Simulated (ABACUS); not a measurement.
# Ir (Fm-3m) in ABACUS: notebook

The runs below take Ir through band structure, equation of state, with HLE16.

All numbers are computed with ABACUS 3.10.1; they aren't measurements. Logs are shortened: lines on timing, memory, paths and dates and some standing lists are left out, and cuts for length are marked.

## Step 1: The crystal as given

The structure is cubic, space group Fm-3m (No. 225). The conventional cell has a = 3.831 Å, b = 3.831 Å, c = 3.831 Å, α = 90.00°, β = 90.00°, γ = 90.00°. Around Ir (site symmetry m-3m) lie 12 Ir at 2.71 Å.

## Step 2: Band structure, HLE16

Contents of INPUT:

```
INPUT_PARAMETERS
suffix              Ir
calculation         nscf
basis_type          pw
pseudo_dir          ./
symmetry            -1
dft_functional      GGA_XC_HLE16
ecutwfc             68.0
pseudo_rcut         7
nspin               1
nbands              19
ks_solver           dav
smearing_method     fd
smearing_sigma      0.00367493
scf_thr             1e-08
scf_nmax            100
mixing_type         broyden
mixing_beta         0.7
init_chg            file
pw_diag_thr         1e-07
out_band            1
kpar                4
```

Contents of STRU:

```
ATOMIC_SPECIES
Ir 192.2170 Ir_ONCV_PBE-1.2.upf

LATTICE_CONSTANT
1.8897261246

LATTICE_VECTORS
0.0000000000 1.9156000000 1.9156000000
1.9156000000 0.0000000000 1.9156000000
1.9156000000 1.9156000000 0.0000000000

ATOMIC_POSITIONS
Direct

Ir
0.0
1
0.0000000000 0.0000000000 0.0000000000 1 1 1
```

Contents of KPT:

```
K_POINTS
12
Line
0.00000000 0.00000000 0.00000000 10 // G
0.50000000 0.00000000 0.50000000 10 // X
0.50000000 0.25000000 0.75000000 10 // W
0.37500000 0.37500000 0.75000000 10 // K
0.00000000 0.00000000 0.00000000 10 // G
0.50000000 0.50000000 0.50000000 10 // L
0.62500000 0.25000000 0.62500000 10 // U
0.50000000 0.25000000 0.75000000 10 // W
0.50000000 0.50000000 0.50000000 10 // L
0.37500000 0.37500000 0.75000000 1 // K
0.62500000 0.25000000 0.62500000 10 // U
0.50000000 0.00000000 0.50000000 1 // X
```

Potentials or basis: SG15 ONCV 1.2 PBE, plane waves.

On the command line:

```
$ OMP_NUM_THREADS=1 mpirun -np 4 abacus > log
```

running log:

```text
ABACUS v3.10.1

               Atomic-orbital Based Ab-initio Computation at UStc

 ------------------------------------------------------------------------------------

 READING GENERAL INFORMATION
                           global_out_dir = OUT.Ir/
                           global_in_card = INPUT
                               pseudo_dir = ./
                              orbital_dir =
                                    DSIZE = 4
                                    GSIZE = 1

 READING UNITCELL INFORMATION
                                    ntype = 1
                  lattice constant (Bohr) = 1.88973
              lattice constant (Angstrom) = 1

 READING ATOM TYPE 1
                               atom label = Ir
                      L=0, number of zeta = 1
                      L=1, number of zeta = 1
                      L=2, number of zeta = 1
             number of atom for this type = 1

                        TOTAL ATOM NUMBER = 1
DIRECT COORDINATES
    atom                   x                   y                   z     mag                  vx                  vy                  vz
taud_Ir1            0.0000000000        0.0000000000        0.0000000000  0.0000        0.0000000000        0.0000000000        0.0000000000

                          Volume (Bohr^3) = 94.8727
                             Volume (A^3) = 14.0587

 Lattice vectors: (Cartesian coordinate: in unit of a_0)
                   +0             +1.9156             +1.9156
              +1.9156                  +0             +1.9156
              +1.9156             +1.9156                  +0
 Reciprocal vectors: (Cartesian coordinate: in unit of 2 pi/a_0)
            -0.261015           +0.261015           +0.261015
            +0.261015           -0.261015           +0.261015
            +0.261015           +0.261015           -0.261015
 The esolver type has been set to : ksdft_pw

                PAO radial cut off (Bohr) = 7

 Read in pseudopotential file is Ir_ONCV_PBE-1.2.upf
                     pseudopotential type = NC
          exchange-correlation functional = PBE
                 nonlocal core correction = 0
                        valence electrons = 17
                                     lmax = 3
                           number of zeta = 0
                     number of projectors = 8
                           L of projector = 0
                           L of projector = 0
                           L of projector = 1
                           L of projector = 1
                           L of projector = 2
                           L of projector = 2
                           L of projector = 3
                           L of projector = 3
 XC functional updated to : GGA_XC_HLE16
          exchange-correlation functional = GGA_XC_HLE16
     initial pseudo atomic orbital number = 0

 SETUP THE ELECTRONS NUMBER
            electron number of element Ir = 17
      total electron number of element Ir = 17
            AUTOSET number of electrons:  = 17
                           occupied bands = 9
                                   NBANDS = 19
                                   NLOCAL = 9

%%%%%%%%%%%%%%%%%%%%%%%%%%%%%%%%%%%%%%%%%%%%%%%%%%%%%%%%%%%%%%%%%%%%%%%%%%%%%%%%%%%%%%%%%%%%%%%%%%%%%%%%%%
 Warning: the number of valence electrons in pseudopotential > 9 for Ir: [Xe] 4f14 5d7 6s2
 Pseudopotentials with additional electrons can yield (more) accurate outcomes, but may be less efficient.
 If you're confident that your chosen pseudopotential is appropriate, you can safely ignore this warning.
%%%%%%%%%%%%%%%%%%%%%%%%%%%%%%%%%%%%%%%%%%%%%%%%%%%%%%%%%%%%%%%%%%%%%%%%%%%%%%%%%%%%%%%%%%%%%%%%%%%%%%%%%%

 SETUP THE PLANE WAVE BASIS
 energy cutoff for charge/potential (unit:Ry) = 272
            fft grid for charge/potential = [ 27, 27, 27 ]
                        fft grid division = [ 1, 1, 1 ]
        big fft grid for charge/potential = [ 27, 27, 27 ]
                                     nbxx = 19683
                                     nrxx = 19683

 SETUP PLANE WAVES FOR CHARGE/POTENTIAL
                    number of plane waves = 7239
                         number of sticks = 499

 PARALLEL PW FOR CHARGE/POTENTIAL
     PROC   COLUMNS(POT)             PW
        1            499           7239
 --------------- sum -------------------
        1            499           7239
                            number of |g| = 123
                                  max |g| = 24.5263
                                  min |g| = 0

----------- Double Check Mixing Parameters Begin ------------
mixing_type: broyden
mixing_beta: 0.7
mixing_gg0: 1
mixing_gg0_min: 0.1
mixing_ndim: 8
----------- Double Check Mixing Parameters End ------------

 SETUP K-POINTS
                                    nspin = 1
                                   nkstot = 102
K-POINTS DIRECT COORDINATES
 KPOINTS    DIRECT_X    DIRECT_Y    DIRECT_Z  WEIGHT
       1  0.00000000  0.00000000  0.00000000  1.0000
       2  0.05000000  0.00000000  0.05000000  1.0000
       3  0.10000000  0.00000000  0.10000000  1.0000
       4  0.15000000  0.00000000  0.15000000  1.0000
       5  0.20000000  0.00000000  0.20000000  1.0000
       6  0.25000000  0.00000000  0.25000000  1.0000
       7  0.30000000  0.00000000  0.30000000  1.0000
       8  0.35000000  0.00000000  0.35000000  1.0000
       9  0.40000000  0.00000000  0.40000000  1.0000
      10  0.45000000  0.00000000  0.45000000  1.0000
      11  0.50000000  0.00000000  0.50000000  1.0000
      12  0.50000000  0.02500000  0.52500000  1.0000
      13  0.50000000  0.05000000  0.55000000  1.0000
      14  0.50000000  0.07500000  0.57500000  1.0000
      15  0.50000000  0.10000000  0.60000000  1.0000
      16  0.50000000  0.12500000  0.62500000  1.0000
      17  0.50000000  0.15000000  0.65000000  1.0000
      18  0.50000000  0.17500000  0.67500000  1.0000
      19  0.50000000  0.20000000  0.70000000  1.0000
      20  0.50000000  0.22500000  0.72500000  1.0000
      21  0.50000000  0.25000000  0.75000000  1.0000
      22  0.48750000  0.26250000  0.75000000  1.0000
      23  0.47500000  0.27500000  0.75000000  1.0000
      24  0.46250000  0.28750000  0.75000000  1.0000
      25  0.45000000  0.30000000  0.75000000  1.0000
      26  0.43750000  0.31250000  0.75000000  1.0000
      27  0.42500000  0.32500000  0.75000000  1.0000
      28  0.41250000  0.33750000  0.75000000  1.0000
      29  0.40000000  0.35000000  0.75000000  1.0000
      30  0.38750000  0.36250000  0.75000000  1.0000
[... 72 further k points ...]

           k-point number in this process = 26
       minimum distributed K point number = 25

[... K-POINTS CARTESIAN COORDINATES: 26 rows ...]

[... K-POINTS DIRECT COORDINATES: 26 rows ...]

 SETUP PLANE WAVES FOR WAVE FUNCTIONS
     energy cutoff for wavefunc (unit:Ry) = 68
              fft grid for wave functions = [ 27, 27, 27 ]
                    number of plane waves = 1243
                         number of sticks = 151

 PARALLEL PW FOR WAVE FUNCTIONS
     PROC   COLUMNS(POT)             PW
        1            151           1243
 --------------- sum -------------------
        1            151           1243

 SETUP NONLOCAL PSEUDOPOTENTIALS IN PLANE WAVE BASIS
 Ir non-local projectors:
 projector 1 L=0
 projector 2 L=0
 projector 3 L=1
 projector 4 L=1
 projector 5 L=2
 projector 6 L=2
 projector 7 L=3
 projector 8 L=3
      TOTAL NUMBER OF NONLOCAL PROJECTORS = 32

 Init Non-Local PseudoPotential table :
 Init Non-Local-Pseudopotential done.

                                     npwx = 934

 -------------------------------------------
 NONSELF-CONSISTENT
 -------------------------------------------
                                 init_chg = file
 try to read charge from file
 Read in the charge density: OUT.Ir//Ir-CHARGE-DENSITY.restart

 PW ALGORITHM --------------- ION=   1  ELEC=   1--------------------------------
 k(1/102) Iter steps (avg)=14 threshold=1e-07
 k(2/102) Iter steps (avg)=16 threshold=1e-07
 k(3/102) Iter steps (avg)=14 threshold=1e-07
 k(4/102) Iter steps (avg)=16 threshold=1e-07
 k(5/102) Iter steps (avg)=21 threshold=1e-07
 k(6/102) Iter steps (avg)=17 threshold=1e-07
 k(7/102) Iter steps (avg)=12 threshold=1e-07
 k(8/102) Iter steps (avg)=19 threshold=1e-07
 k(9/102) Iter steps (avg)=20 threshold=1e-07
 k(10/102) Iter steps (avg)=18 threshold=1e-07
 k(11/102) Iter steps (avg)=19 threshold=1e-07
 k(12/102) Iter steps (avg)=20 threshold=1e-07
 k(13/102) Iter steps (avg)=19 threshold=1e-07
 k(14/102) Iter steps (avg)=21 threshold=1e-07
 k(15/102) Iter steps (avg)=23 threshold=1e-07
 k(16/102) Iter steps (avg)=21 threshold=1e-07
 k(17/102) Iter steps (avg)=22 threshold=1e-07
 k(18/102) Iter steps (avg)=23 threshold=1e-07
 k(19/102) Iter steps (avg)=20 threshold=1e-07
 k(20/102) Iter steps (avg)=20 threshold=1e-07
 k(21/102) Iter steps (avg)=19 threshold=1e-07
 k(22/102) Iter steps (avg)=18 threshold=1e-07
 k(23/102) Iter steps (avg)=20 threshold=1e-07
 k(24/102) Iter steps (avg)=19 threshold=1e-07
 k(25/102) Iter steps (avg)=19 threshold=1e-07
 k(26/102) Iter steps (avg)=19 threshold=1e-07
[... levels at 26 k points of this process ...]

 Density error is 0.00000000000
                          Error Threshold = 1.00000000000e-07
----------------------------------------------------------
     Energy           Rydberg                 eV
----------------------------------------------------------
 E_KohnSham     -217.3511418142      -2957.2139954797
 E_KS(sigma->0) -217.3504081713      -2957.2040137551
 E_Harris       -217.3511418142      -2957.2139954797
 E_band         -11.2654030292       -153.2736714631
 E_one_elec     -39.6149999286       -538.9897252986
 E_Hartree      31.6683512275        430.8700229600
 E_xc           -26.3864493839       -359.0060616097
 E_Ewald        -183.0165764434      -2490.0682680822
 E_entropy(-TS) -0.0014672859        -0.0199634492
 E_descf        0.0000000000         0.0000000000
 E_exx          0.0000000000         0.0000000000
 E_Fermi        1.6443286623         22.3722391924
----------------------------------------------------------

 charge density convergence is achieved
 final etot is -2957.2139955 eV
 EFERMI = 22.372239192 eV

 STATE ENERGY(eV) AND OCCUPATIONS    NSPIN == 1
 1/26 kpoint (Cartesian) = 0.0000 0.0000 0.0000 (893 pws)
       1       -72.1984      0.0196078
       2       -28.2539      0.0196078
       3       -28.2539      0.0196078
       4       -28.2539      0.0196078
       5        11.5986      0.0196078
       6        18.0934      0.0196078
       7        18.0934      0.0196078
       8        18.0934      0.0196078
       9        20.6184      0.0196078
      10        20.6184      0.0196078
      11        36.2746        0.00000
      12        41.9926        0.00000
      13        41.9926        0.00000
      14        41.9926        0.00000
      15        47.3797        0.00000
      16        56.2023        0.00000
      17        56.2023        0.00000
      18        56.2023        0.00000
      19        59.8826        0.00000

 2/26 kpoint (Cartesian) = 0.0000 0.026101 0.0000 (901 pws)
       1       -72.1964      0.0196078
       2       -28.2721      0.0196078
       3       -28.2607      0.0196078
       4       -28.2607      0.0196078
       5        11.7475      0.0196078
       6        17.9849      0.0196078
       7        18.1746      0.0196078
       8        18.1746      0.0196078
       9        20.4971      0.0196078
      10        20.6600      0.0196078
      11        36.5242        0.00000
      12        41.5642        0.00000
      13        42.0654        0.00000
      14        42.0654        0.00000
      15        48.3009        0.00000
      16        54.7791        0.00000
      17        54.7791        0.00000
      18        56.2580        0.00000
      19        58.4127        0.00000

 3/26 kpoint (Cartesian) = 0.0000 0.052203 0.0000 (901 pws)
       1       -72.1905      0.0196078
       2       -28.3246      0.0196078
       3       -28.2804      0.0196078
       4       -28.2804      0.0196078
       5        12.1828      0.0196078
       6        17.6824      0.0196078
       7        18.4165      0.0196078
       8        18.4165      0.0196078
       9        20.1595      0.0196078
      10        20.7821      0.0196078
      11        37.2453        0.00000
      12        40.8248        0.00000
      13        42.2283        0.00000
      14        42.2283        0.00000
      15        50.4882        0.00000
      16        52.5097        0.00000
      17        52.5097        0.00000
      18        55.4637        0.00000
      19        56.4250        0.00000

 4/26 kpoint (Cartesian) = 0.0000 0.078304 0.0000 (897 pws)
       1       -72.1814      0.0196078
       2       -28.4052      0.0196078
       3       -28.3111      0.0196078
       4       -28.3111      0.0196078
       5        12.8644      0.0196078
       6        17.2429      0.0196078
       7        18.8137      0.0196078
       8        18.8137      0.0196078
       9        19.6867      0.0196078
      10        20.9764      0.0196078
      11        38.3640        0.00000
      12        40.2896        0.00000
      13        42.2709        0.00000
      14        42.2709        0.00000
      15        50.5671        0.00000
      16        50.5671        0.00000
      17        52.1192        0.00000
      18        53.3847        0.00000
      19        56.7039        0.00000

 5/26 kpoint (Cartesian) = 0.0000 0.10441 0.0000 (889 pws)
       1       -72.1699      0.0196078
       2       -28.5050      0.0196078
       3       -28.3495      0.0196078
       4       -28.3495      0.0196078
       5        13.6984      0.0196078
       6        16.7344      0.0196078
       7        19.2299      0.0196078
       8        19.3554      0.0196078
       9        19.3554      0.0196078
      10        21.2292      0.0196078
      11        39.7814        0.00000
      12        40.0686        0.00000
      13        41.7864        0.00000
      14        41.7864        0.00000
      15        48.8235        0.00000
      16        49.5440        0.00000
      17        49.5440        0.00000
      18        56.6012        0.00000
      19        57.0966        0.00000

 6/26 kpoint (Cartesian) = 0.0000 0.13051 0.0000 (902 pws)
       1       -72.1572      0.0196078
       2       -28.6135      0.0196078
       3       -28.3920      0.0196078
       4       -28.3920      0.0196078
       5        14.4757      0.0196078
       6        16.2186      0.0196078
       7        19.0555      0.0196078
       8        20.0235      0.0196078
       9        20.0235      0.0196078
      10        21.5203      0.0196078
      11        40.0657        0.00000
      12        40.5496        0.00000
      13        40.5496        0.00000
      14        41.3849        0.00000
      15        45.6904        0.00000
      16        49.7398        0.00000
      17        49.7398        0.00000
      18        55.9632        0.00000
      19        57.6091        0.00000

[... levels at 20 further k points ...]

 --------------------------------------------
 !FINAL_ETOT_IS -2957.213995479707 eV
 --------------------------------------------

 Output bands in file: OUT.Ir/BANDS_1.dat
```

Wall time 3 s (4 MPI ranks of Intel Xeon Platinum 8488C (Sapphire Rapids), shared host); peak memory 0.36 GiB.

Levels at the corners of the path, in eV from the Fermi level:
| point | band 6 | band 7 | band 8 | band 9 | band 10 | band 11 |
| --- | --- | --- | --- | --- | --- | --- |
| Γ | -3.78 | -3.78 | -3.78 | -1.25 | -1.25 | 14.41 |
| X | -7.07 | 0.69 | 1.27 | 1.27 | 2.50 | 10.99 |
| W | -4.63 | -4.63 | -1.70 | 1.28 | 8.81 | 9.62 |
| K | -5.67 | -2.64 | -0.91 | 0.46 | 7.04 | 8.08 |
| Γ | -3.78 | -3.78 | -3.78 | -1.25 | -1.25 | 14.41 |
| L | -3.87 | -3.87 | 0.07 | 0.73 | 0.73 | 7.57 |
| U | -5.67 | -2.64 | -0.91 | 0.46 | 7.04 | 8.08 |
| W | -4.63 | -4.63 | -1.70 | 1.28 | 8.81 | 9.62 |
| L | -3.87 | -3.87 | 0.07 | 0.73 | 0.73 | 7.57 |
| K | -5.67 | -2.64 | -0.91 | 0.46 | 7.04 | 8.08 |
| U | -5.67 | -2.64 | -0.91 | 0.46 | 7.04 | 8.08 |
| X | -7.07 | 0.69 | 1.27 | 1.27 | 2.50 | 10.99 |

Caveat: the potentials were made for a functional far from this one; the density is read from an earlier self-consistent run, whose mesh may be coarse; spin-orbit coupling is left out, which moves the levels of the heavy elements.

[end of part 1 of 2]
